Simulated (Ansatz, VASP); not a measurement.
## Ge: VASP beside Ansatz

```
CELL_PARAMETERS angstrom
-2.60330 2.60330 1.42324
2.60330 -2.60330 1.42324
2.60330 2.60330 -1.42324
ATOMIC_POSITIONS crystal
Ge 0.25000 0.75000 0.50000
Ge 0.50000 0.50000 0.00000
```

Alike in both runs: functional PBE; k mesh 16 × 16 × 16; occupations gaussian, width 0.1 eV; no spin polarisation.

Ansatz relaxed the structure, and its values are those at the end. VASP's run is a single point on that final structure, the one shown.

|  | VASP | Ansatz |
| --- | --- | --- |
| version | VASP 6.6.1 | Ansatz 0.2.0 |
| potentials or method | VASP PAW PBE potentials, release 64 (Ge_d) | scalar-relativistic, plane waves, PAW |
| plane-wave cutoff (eV) | 520 | 420 |
| valence electrons in the cell | 28 | 28 |

|  | VASP | Ansatz | Ansatz less VASP |
| --- | --- | --- | --- |
| gap on the k mesh at the Fermi level (eV) | none | none | - |
| pressure (GPa) | 0.0 | 0.0 | -0.02 |

A gap of «none» marks a metal or a gap that the smearing closes. With one functional, cell and mesh, what is left measures potentials, basis and numerics.
